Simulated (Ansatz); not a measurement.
# Ag under compression and expansion

```cif
data_structure
_symmetry_space_group_name_H-M 'P 1'
_symmetry_Int_Tables_number 1
_cell_length_a 4.3959
_cell_length_b 4.3959
_cell_length_c 4.3959
_cell_angle_alpha 60.000
_cell_angle_beta 60.000
_cell_angle_gamma 60.000
_cell_volume 60.07
loop_
_atom_site_label
_atom_site_type_symbol
_atom_site_fract_x
_atom_site_fract_y
_atom_site_fract_z
_atom_site_occupancy
Ag1 Ag 0.00000 0.00000 0.00000 1
Ag2 Ag 0.25000 0.25000 0.25000 1
```

The runs use the primitive cell with vectors (0.000, 3.108, 3.108), (3.108, 0.000, 3.108), (3.108, 3.108, 0.000) Å, to which the k mesh refers.

The structure comes from a relaxation in the same program, started in the diamond type, and has space group Fd-3m. Whether it is a known phase or the ground state wasn't checked.

Levels of theory: DFT, PBE, all-electron LAPW, scalar-relativistic (Ansatz 0.2.0); DFT, PBE, PAW with Ansatz's default frozen-core files, scalar-relativistic (Ansatz 0.2.0).

For LAPW: a Γ-centred 11×11×11 k mesh, Fermi–Dirac smearing of 0.05 eV, basis error target 0.5 meV/atom, no spin polarisation. PAW takes a cutoff of 420 eV at this cell. The Ansatz runs share mesh, smearing and spin set-up. Plane-wave (PAW) pressures include the program's estimate of the Pulay term.

The cell above is scaled evenly, with fractional coordinates and shape held.

```tsv
V/V(cell)	V (Å³/atom)	P, LAPW (GPa)	P, PAW (GPa)
0.9600	28.831	1.41	1.40
0.9800	29.432	?	?
1.0000	30.033	0.01	0.00
1.0200	30.633	-0.56	-0.57
1.0400	31.234	-1.06	-1.06
```

(1) Fill in the row V/V(cell) = 0.9800.

(2) What do Birch–Murnaghan fits to the pressures give?

Results:

(1) P, LAPW (GPa) = 0.66, P, PAW (GPa) = 0.65.

(2) LAPW: V0 = 30.04 Å³/atom, B0 = 30 GPa, B0′ = 5.9; PAW: V0 = 30.04 Å³/atom, B0 = 30 GPa, B0′ = 5.9.
